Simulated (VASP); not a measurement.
VASP ran on this input.

File POSCAR:
```
GeO2
1.0
  4.4815474804   0.0000000000   0.0000000000
  0.0000000000   4.4815474804   0.0000000000
  0.0000000000   0.0000000000   2.9099472346
Ge O
2 4
direct
  0.0000000000   1.0000000000   0.0000000000
  0.5000000000   0.5000000000   0.5000000000
  0.3071248337   0.3071248337   0.0000000000
  0.8071248337   0.1928751663   0.5000000000
  0.1928751663   0.8071248337   0.5000000000
  0.6928751663   0.6928751663   1.0000000000
```

### INCAR
```
IBRION = 2   ! conjugate gradients
LCHARG = .False.
ENCUT = 520   ! plane-wave cut-off (eV)
NSW = 60
EDIFF = 1E-6   ! SCF stop (eV)
LREAL = .False.   ! projection in real space or not
ISMEAR = 0   ! Gaussian
SIGMA = 0.05
EDIFFG = -0.02
LWAVE = .False.
ALGO = Normal
NELM = 100   ! most electronic steps
SYSTEM = GeO2
LASPH = .True.
ISIF = 3
LMAXMIX = 4   ! l cut-off of mixed one-centre charges
GGA = PE
PREC = Accurate
```

### KPOINTS
```
kpoints
0
G
5 5 7
```

POTCAR, in this order: Ge_d O (PBE.64 set). Program: vasp_std.

Problem. Translate this PBE calculation to Ansatz.

Solution. One equivalent input (not run):
Ansatz 0.2 input:
```yaml
crystal:
  lattice:
    - [4.4815475, 0.0000000, 0.0000000]
    - [0.0000000, 4.4815475, 0.0000000]
    - [0.0000000, 0.0000000, 2.9099472]
  atoms:
    - { symbol: Ge, position: [0.0000000, 1.0000000, 0.0000000] }
    - { symbol: Ge, position: [0.5000000, 0.5000000, 0.5000000] }
    - { symbol: O, position: [0.3071248, 0.3071248, 0.0000000] }
    - { symbol: O, position: [0.8071248, 0.1928752, 0.5000000] }
    - { symbol: O, position: [0.1928752, 0.8071248, 0.5000000] }
    - { symbol: O, position: [0.6928752, 0.6928752, 1.0000000] }
kpoints:
  mp_grid: { grid: [5, 5, 7] }
hamiltonian:
  xc: pbe
  pseudopotentials: { kind: paw }
scf:
  occupations: { method: gaussian, width: 0.05 }
  max_iter: 100
relax:
  max_steps: 60
  f_tol: 0.02
  cell: {}
output: { forces: true, stress: true, eigenvalues: true }
```
Limits of the translation: each code has its own PAW files, so the cut-off isn't converted (ENCUT is set for VASP's; basis.ecutwfc is left out, and Ansatz then takes the one that its files recommend); Ansatz stops its SCF on the density residual and VASP on the energy change (EDIFF).

The compound is GeO2 in the rutile structure. This run relaxes it. Symmetry was kept, so distortions that lower it aren't found. The start is the result of an earlier pass.
